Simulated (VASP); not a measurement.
# Ge₂Sb₂Te₅: restarted molecular dynamics, 2 variants

Ge₂Sb₂Te₅, P-3m1 (no. 164), 9 atoms in the cell. PBE, molecular dynamics; PAW potentials Te, Sb, Ge (PBE set).

| Restart from | Temperature at the end (K) | The same without a restart (K) | Potential energy at the end (eV/atom) | The same without a restart (eV/atom) | Electronic steps in the first step after the restart | Time (s) |
|---|---|---|---|---|---|---|
| CONTCAR with velocities, WAVECAR read | 398.0 | 398.0 | -3.60640 | -3.60640 | 4 | 190 |
| CONTCAR with velocities, no WAVECAR | 398.0 | 398.0 | -3.60640 | -3.60640 | 17 | 196 |

Limits: 180 fs of 9 atoms are too short for converged averages; the cell is only 3.7 Å across, so each atom moves in step with near copies of itself.

## Input of the first row

INCAR.step1:
```
  GGA = PE
  PREC = Normal
  ENCUT = 200
  EDIFF = 1E-6
  NELMIN = 4
  NELM = 60
  ALGO = Normal
  LREAL = Auto
  LASPH = T
  ISMEAR = 0
  SIGMA = 0.05
  ISYM = 0
  LWAVE = T
  LCHARG = F
  IBRION = 0
  NSW = 30
  POTIM = 3.0
  TEBEG = 600
  ISIF = 2
  RANDOM_SEED = 627825 0 0
  MDALGO = 2
  SMASS = 0
  KPAR = 2
```

INCAR.step2, as INCAR.step1 but for:
```
- LWAVE = T
+ LWAVE = F
```

KPOINTS:
```
k-points
0
Gamma
  3 3 1
```

POSCAR.step1:
```
Ge2Sb2Te5
1.0
    4.2940644248      0.0000000000      0.0000000000
   -2.1470322124      3.7187688774      0.0000000000
    0.0000000000      0.0000000000     17.1013460000
Te Sb Ge
5 2 2
Direct
    0.6666666667      0.3333333333      0.4198920000
    0.3333333333      0.6666666667      0.5801080000
    0.3333333333      0.6666666667      0.2015420000
    0.6666666667      0.3333333333      0.7984580000
    0.0000000000      0.0000000000      0.0000000000
    0.0000000000      0.0000000000      0.3200680000
    0.0000000000      0.0000000000      0.6799320000
    0.6666666667      0.3333333333      0.1028950000
    0.3333333333      0.6666666667      0.8971050000
```

Commands (each step's output is kept before the next begins):
```
cat potpaw_PBE.64/Te/POTCAR potpaw_PBE.64/Sb/POTCAR potpaw_PBE.64/Ge/POTCAR > POTCAR
cp INCAR.step1 INCAR
cp POSCAR.step1 POSCAR
mpirun -np 2 vasp_std > vasp.out
cp CONTCAR POSCAR
cp INCAR.step2 INCAR
mpirun -np 2 vasp_std > vasp.out
```

Changes of the last row against the first:
```
(step 1)
- LWAVE = True
+ LWAVE = False
```

VASP 6.6.1 took 190 s on 2 cores (Intel Xeon Platinum 8375C @ 2.90GHz (Ice Lake)), a shared host.
